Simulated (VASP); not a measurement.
# Ge (Fd-3m) in VASP: single point with PBE

Aim: the single point of Ge with PBE.

All numbers are computed with VASP 6.6.1; they aren't measurements. Logs are shortened: lines on timing, memory, paths and dates and some standing lists are left out, and cuts for length are marked.

**1. Starting point**

It takes space group Fd-3m (No. 227, cubic). The conventional cell has a = 5.761 Å, b = 5.761 Å, c = 5.761 Å, α = 90.00°, β = 90.00°, γ = 90.00°. Ge (site symmetry -43m) has 4 Ge at 2.49 Å as nearest neighbours.

**2. Single point, PBE**

Contents of INCAR:

```
SYSTEM = Ge
ALGO = Normal
EDIFF = 1E-7
ENCUT = 450
GGA = PE
ICORELEVEL = 1
ISIF = 2
ISMEAR = 1
LASPH = .True.
LCHARG = .False.
LREAL = Auto
LWAVE = .False.
NBANDS = 246
NELM = 80
PREC = Normal
SIGMA = 0.1
```

Contents of KPOINTS:

```
k-points
0
Gamma
  3 3 3
  0 0 0
```

Contents of POSCAR:

```
Ge
1.0
   -5.7610020000     -5.7610020000      5.7610020000
    5.7610020000     -5.7610020000     -5.7610020000
    5.7610020000      5.7610020000      5.7610020000
Ge
32
Direct
    0.2500000000      0.7500000000      0.0000000000
    0.0000000000      0.7500000000      0.2500000000
    0.5000000000      0.5000000000      0.0000000000
    0.2500000000      0.5000000000      0.2500000000
    0.0000000000      0.5000000000      0.5000000000
    0.7500000000      0.7500000000      0.5000000000
    0.5000000000      0.7500000000      0.7500000000
    0.0000000000      0.0000000000      0.0000000000
    0.7500000000      0.2500000000      0.0000000000
    0.5000000000      0.2500000000      0.2500000000
    0.2500000000      0.2500000000      0.5000000000
    0.0000000000      0.2500000000      0.7500000000
    0.7500000000      0.5000000000      0.7500000000
    0.7500000000      0.0000000000      0.2500000000
    0.5000000000      0.0000000000      0.5000000000
    0.2500000000      0.0000000000      0.7500000000
    0.2500000000      0.7500000000      0.2500000000
    0.0000000000      0.7500000000      0.5000000000
    0.5000000000      0.5000000000      0.2500000000
    0.2500000000      0.5000000000      0.5000000000
    0.0000000000      0.5000000000      0.7500000000
    0.7500000000      0.7500000000      0.7500000000
    0.5000000000      0.7500000000      0.0000000000
    0.0000000000      0.0000000000      0.2500000000
    0.7500000000      0.2500000000      0.2500000000
    0.5000000000      0.2500000000      0.5000000000
    0.2500000000      0.2500000000      0.7500000000
    0.0000000000      0.2500000000      0.0000000000
    0.7500000000      0.5000000000      0.0000000000
    0.7500000000      0.0000000000      0.5000000000
    0.5000000000      0.0000000000      0.7500000000
    0.2500000000      0.0000000000      0.0000000000
```

Potentials or basis: VASP PAW PBE potentials, release 64 (Ge_d).

Launch:

```console
$ cat potpaw_PBE.64/Ge_d/POTCAR > POTCAR
$ mpirun -np 4 vasp_std > vasp.out
```

OUTCAR:

```text
SYSTEM = Ge
   EDIFF = 1E-7
   ENCUT = 450
   GGA = PE
   ISIF = 2
   ISMEAR = 1
   LASPH = .True.
   LREAL = Auto
   NELM = 80
   PREC = Normal

 ion  position               nearest neighbor table
   1  0.250  0.750  0.000-  17 2.49  21 2.49  23 2.49  32 2.49
   2  0.000  0.750  0.250-  17 2.49  18 2.49  24 2.49  29 2.49
   3  0.500  0.500  0.000-  19 2.49  23 2.49  27 2.49  29 2.49
   4  0.250  0.500  0.250-  17 2.49  19 2.49  20 2.49  28 2.49
   5  0.000  0.500  0.500-  18 2.49  20 2.49  21 2.49  25 2.49
   6  0.750  0.750  0.500-  18 2.49  19 2.49  22 2.49  30 2.49
[... 24 lines left out ...]
  31  0.500  0.000  0.750-   7 2.49   9 2.49  15 2.49  16 2.49
  32  0.250  0.000  0.000-   1 2.49   8 2.49  10 2.49  16 2.49

  LATTYP: Found a body centered cubic cell.
 ALAT       =    11.5220040000

  Lattice vectors:

 A1 = (  -5.7610020000,  -5.7610020000,   5.7610020000)
 A2 = (   5.7610020000,  -5.7610020000,  -5.7610020000)
 A3 = (   5.7610020000,   5.7610020000,   5.7610020000)

Analysis of symmetry for initial positions (statically):
=====================================================================
 Subroutine PRICEL returns following result:

  LATTYP: Found a face centered cubic cell.
 ALAT       =     5.7610020000

  Lattice vectors:

 A1 = (   2.8805010000,   0.0000000000,  -2.8805010000)
 A2 = (   0.0000000000,   2.8805010000,  -2.8805010000)
 A3 = (   2.8805010000,   2.8805010000,  -0.0000000000)

  16 primitive cells build up your supercell.

 Routine SETGRP: Setting up the symmetry group for a
 body centered cubic supercell.

 Subroutine GETGRP returns: Found 48 space group operations
 (whereof 24 operations were pure point group operations)
 out of a pool of 48 trial point group operations.

The static configuration has the point symmetry T_d .
 The point group associated with its full space group is O_h .

Analysis of symmetry for dynamics (positions and initial velocities):
=====================================================================
 Subroutine PRICEL returns following result:

  LATTYP: Found a face centered cubic cell.
 ALAT       =     5.7610020000

  Lattice vectors:

 A1 = (   2.8805010000,   0.0000000000,  -2.8805010000)
 A2 = (   0.0000000000,   2.8805010000,  -2.8805010000)
 A3 = (   2.8805010000,   2.8805010000,  -0.0000000000)

  16 primitive cells build up your supercell.

 Routine SETGRP: Setting up the symmetry group for a
 body centered cubic supercell.

 Subroutine GETGRP returns: Found 48 space group operations
 (whereof 24 operations were pure point group operations)
 out of a pool of 48 trial point group operations.

The dynamic configuration has the point symmetry T_d .
 The point group associated with its full space group is O_h .

 Subroutine INISYM returns: Found 48 space group operations
 (whereof 24 operations are pure point group operations),
 and found    16 'primitive' translations

----------------------------------------------------------------------------------------

                                     Primitive cell

  volume of cell :      47.8007

  direct lattice vectors                    reciprocal lattice vectors
     2.880501000  0.000000000 -2.880501000     0.173580915 -0.173580915 -0.173580915
     0.000000000  2.880501000 -2.880501000    -0.173580915  0.173580915 -0.173580915
     2.880501000  2.880501000 -0.000000000     0.173580915  0.173580915  0.173580915

  length of vectors
     4.073643581  4.073643581  4.073643581     0.300650964  0.300650964  0.300650964

  position of ions in fractional coordinates (direct lattice)
     0.000000000  0.000000000  0.000000000
     0.750000000  0.750000000  0.750000000

  ion indices of the primitive-cell ions
   primitive index   ion index
                 1           1
                 2          17

----------------------------------------------------------------------------------------

 KPOINTS: k-points

Automatic generation of k-mesh.
 Grid dimensions read from file:
 generate k-points for:    3    3    3

 Generating k-lattice:

  Cartesian coordinates                     Fractional coordinates (reciprocal lattice)
     0.000000000 -0.028930153  0.028930153     0.333333333  0.000000000  0.000000000
     0.028930153 -0.028930153  0.000000000     0.000000000  0.333333333  0.000000000
     0.028930153  0.000000000  0.028930153     0.000000000  0.000000000  0.333333333

  Length of vectors
     0.040913414  0.040913414  0.040913414

  Shift w.r.t. Gamma in fractional coordinates (k-lattice)
     0.000000000  0.000000000  0.000000000

 Subroutine IBZKPT returns following result:
 ===========================================

 Found      4 irreducible k-points:

 Following reciprocal coordinates:
            Coordinates               Weight
  0.000000  0.000000  0.000000      1.000000
  0.333333  0.000000  0.000000     12.000000
  0.333333  0.333333 -0.000000      8.000000
 -0.333333  0.333333  0.333333      6.000000
   k-points           NKPTS =      4   k-points in BZ     NKDIM =      4   number of bands    NBANDS=    248
   number of dos      NEDOS =    301   number of ions     NIONS =     32
   total plane-waves  NPLWV = 157464
   dimension x,y,z NGX =    54 NGY =   54 NGZ =   54
   dimension x,y,z NGXF=   108 NGYF=  108 NGZF=  108
   ions per type =              32
   NGX,Y,Z   is equivalent  to a cutoff of   9.00,  9.00,  9.00 a.u.
   NGXF,Y,Z  is equivalent  to a cutoff of  17.99, 17.99, 17.99 a.u.
 SYSTEM =  Ge
   PREC   = normal    normal or accurate (medium, high low for compatibility)
   ISTART =      0    job   : 0-new  1-cont  2-samecut
   ICHARG =      2    charge: 1-file 2-atom 10-const
   ISPIN  =      1    spin polarized calculation?
   LNONCOLLINEAR =      F non collinear calculations
   LSORBIT =      F    spin-orbit coupling
   LASPH  =      T    aspherical Exc in radial PAW
   ENCUT  =  450.0 eV  33.07 Ry    5.75 a.u.  17.26 17.26 17.26*2*pi/ulx,y,z
   NELM   =     80;   NELMIN=  2; NELMDL= -5     # of ELM steps
   EDIFF  = 0.1E-06   stopping-criterion for ELM
   LREAL  =      T    real-space projection
   EDIFFG = 0.1E-05   stopping-criterion for IOM
   NSW    =      0    number of steps for IOM
   IBRION =     -1    ionic relax: 0-MD 1-quasi-New 2-CG
   NFREE  =      0    steps in history (QN), initial steepest desc. (CG)
   ISIF   =      2    stress and relaxation
   ISYM   =      2    0-nonsym 1-usesym 2-fastsym
   POTIM  = 0.5000    time-step for ionic-motion
   TEBEG  =    0.0;   TEEND  =   0.0 temperature during run
   PSTRESS=    0.0 pullay stress
   NELECT =     448.0000    total number of electrons
   NUPDOWN=      -1.0000    fix difference up-down
   EMIN   =  10.00;   EMAX   =-10.00  energy-range for DOS
   EFERMI =   0.00;   METHOD = LEGACY
   ISMEAR =     1;   SIGMA  =   0.10  broadening in eV -4-tet -1-fermi 0-gaus
   EFERMI_NEDOS =   21; number of points for ismear=-14 and -15
   IALGO  =     38    algorithm
   IMIX   =      4    mixing-type and parameters
     AMIX     =   0.40;   BMIX     =  1.00
     AMIX_MAG =   1.60;   BMIX_MAG =  1.00
  volume/ion in A,a.u.               =      23.90       161.29
  Fermi-wavevector in a.u.,A,eV,Ry     =   1.369776  2.588501 25.528416  1.876286
  Thomas-Fermi vector in A             =   2.495621
   LORBIT       =      0    0 simple, 1 ext, 2 COOP (PROOUT), +10 PAW based schemes
   GGA     = PE    functional components
   LHFCALC =     F    Hartree Fock is set to
   AEXX    =    0.0000 exact exchange contribution
   IVDW    =     0    specifies the selected vdW correction
   LEPSILON=     F    determine dielectric tensor
   LRPA    =     F    only Hartree local field effects (RPA)
 non-spin polarized calculation
 Methfessel and Paxton  Order N= 1 SIGMA  =   0.10
  energy-cutoff  :      450.00
  volume of cell :      764.81
 maximum number of plane-waves:     16610
   NGX = 35   NGY = 35   NGZ = 35

 number of electron     448.0002132 magnetization

 Free energy of the ion-electron system (eV)
  ---------------------------------------------------
  ext. energy  EPLUGINS =         0.00000000
  ---------------------------------------------------
  free energy    TOTEN  =      -144.57145942 eV

  energy without entropy =     -144.57230743  energy(sigma->0) =     -144.57174209

 the core state eigenenergies are
   1-  1s -10950.5791  2s  -1362.3832  2p  -1189.2471  3s   -159.2874  3p   -106.4158

   2-  1s -10950.5791  2s  -1362.3832  2p  -1189.2471  3s   -159.2874  3p   -106.4158

   3-  1s -10950.5791  2s  -1362.3832  2p  -1189.2471  3s   -159.2874  3p   -106.4158

   4-  1s -10950.5791  2s  -1362.3832  2p  -1189.2471  3s   -159.2874  3p   -106.4158

   5-  1s -10950.5791  2s  -1362.3832  2p  -1189.2471  3s   -159.2874  3p   -106.4158

   6-  1s -10950.5791  2s  -1362.3832  2p  -1189.2471  3s   -159.2874  3p   -106.4158
[... 47 lines left out ...]
  30-  1s -10950.5791  2s  -1362.3832  2p  -1189.2471  3s   -159.2874  3p   -106.4158

  31-  1s -10950.5791  2s  -1362.3832  2p  -1189.2471  3s   -159.2874  3p   -106.4158

  32-  1s -10950.5791  2s  -1362.3832  2p  -1189.2471  3s   -159.2874  3p   -106.4158

 E-fermi :   4.4891     XC(G=0):  -9.6698

 val. band max:        4.4779927170   @ k =   0.0000   0.0000   0.0000
 cond. band min:       4.7235080291   @ k =   0.3333   0.3333  -0.0000
 fundamental gap:      0.2455153121
 Fermi energy:         4.4890926611

 k-point     1 :       0.0000    0.0000    0.0000
  band No.  band energies     occupation
      1     -20.3030      2.00000
      2     -20.3030      2.00000
      3     -20.3030      2.00000
      4     -20.3030      2.00000
      5     -20.3030      2.00000
      6     -20.3030      2.00000
[... 228 lines left out ...]
    235       6.3292     -0.00000
    236       6.3292     -0.00000

 k-point     2 :       0.3333    0.0000    0.0000
  band No.  band energies     occupation
      1     -20.3126      2.00000
      2     -20.3073      2.00000
      3     -20.3071      2.00000
      4     -20.3071      2.00000
      5     -20.3071      2.00000
      6     -20.3071      2.00000
[... 228 lines left out ...]
    235       6.2203     -0.00000
    236       6.2203     -0.00000

 k-point     3 :       0.3333    0.3333   -0.0000
  band No.  band energies     occupation
      1     -20.3096      2.00000
      2     -20.3096      2.00000
      3     -20.3096      2.00000
      4     -20.3096      2.00000
      5     -20.3096      2.00000
      6     -20.3096      2.00000
[... 228 lines left out ...]
    235       6.2554     -0.00000
    236       6.2554     -0.00000

 k-point     4 :      -0.3333    0.3333    0.3333
  band No.  band energies     occupation
      1     -20.3112      2.00000
      2     -20.3112      2.00000
      3     -20.3112      2.00000
      4     -20.3112      2.00000
      5     -20.3067      2.00000
      6     -20.3067      2.00000
[... 228 lines left out ...]
    235       6.4318     -0.00000
    236       6.9117      0.00000
 [bands above 236 left out]

------------------------ aborting loop because EDIFF is reached ----------------------------------------

  FORCE on cell =-STRESS in cart. coord.  units (eV):
  Direction    XX          YY          ZZ          XY          YZ          ZX
  --------------------------------------------------------------------------------------
  -------------------------------------------------------------------------------------
  Total       -1.4220739     -1.4220739     -1.4220739     -0.0000000      0.0000000     -0.0000000
  in kB       -2.9790560     -2.9790560     -2.9790560     -0.0000000      0.0000000     -0.0000000
  external PRESSURE =      -2.9790560 kB  Pullay stress =       0.0000000 kB

 VOLUME and BASIS-vectors are now :
 -----------------------------------------------------------------------------
  energy-cutoff  :      450.00
  volume of cell :      764.81
      direct lattice vectors                 reciprocal lattice vectors
    -5.761002000 -5.761002000  5.761002000     0.000000000 -0.086790458  0.086790458
     5.761002000 -5.761002000 -5.761002000     0.086790458 -0.086790458  0.000000000
     5.761002000  5.761002000  5.761002000     0.086790458  0.000000000  0.086790458

 POSITION                                       TOTAL-FORCE (eV/Angst)
 -----------------------------------------------------------------------------------
      2.88050     -5.76100     -2.88050        -0.000000      0.000000      0.000000
      5.76100     -2.88050     -2.88050        -0.000000      0.000000     -0.000000
      0.00000     -5.76100      0.00000        -0.000000      0.000000     -0.000000
      2.88050     -2.88050      0.00000        -0.000000      0.000000     -0.000000
      5.76100      0.00000      0.00000        -0.000000      0.000000     -0.000000
      2.88050     -5.76100      2.88050        -0.000000      0.000000     -0.000000
[... 24 lines left out ...]
      1.44025      1.44025      7.20125         0.000000     -0.000000      0.000000
     -1.44025     -1.44025      1.44025         0.000000     -0.000000      0.000000
 -----------------------------------------------------------------------------------
    total drift:                                0.000000     -0.000000     -0.000000

  FREE ENERGIE OF THE ION-ELECTRON SYSTEM (eV)
  ---------------------------------------------------
  free  energy   TOTEN  =      -144.5714594231 eV

  energy  without entropy=     -144.5723074292  energy(sigma->0) =     -144.57174209
```

Wall time 2.8 min (4 MPI ranks of Intel Xeon Platinum 8375C at 2.90GHz (Ice Lake), shared host); peak memory 0.28 GiB.

Results:

```yaml
Free_energy: -144.5715 eV
Pressure: -0.3 GPa
Band_gap_on_the_k_mesh: none (metal or under the smearing width)
```

Core levels (eV, on the scale of the bands):
| atom | levels |
| --- | --- |
| 1 Ge | 1s -10950.6, 2s -1362.4, 2p -1189.2, 3s -159.3, 3p -106.4 |
| 2 Ge | 1s -10950.6, 2s -1362.4, 2p -1189.2, 3s -159.3, 3p -106.4 |
| 3 Ge | 1s -10950.6, 2s -1362.4, 2p -1189.2, 3s -159.3, 3p -106.4 |
| 4 Ge | 1s -10950.6, 2s -1362.4, 2p -1189.2, 3s -159.3, 3p -106.4 |
| 5 Ge | 1s -10950.6, 2s -1362.4, 2p -1189.2, 3s -159.3, 3p -106.4 |
| 6 Ge | 1s -10950.6, 2s -1362.4, 2p -1189.2, 3s -159.3, 3p -106.4 |

Caveat: this crystal is a semiconductor, whose small gap the functional closes, so the metal is an error of the method.

**3. Against experiment**

Step 2. The gap isn't set beside the measured one, since this odd mesh misses points on the zone boundary.
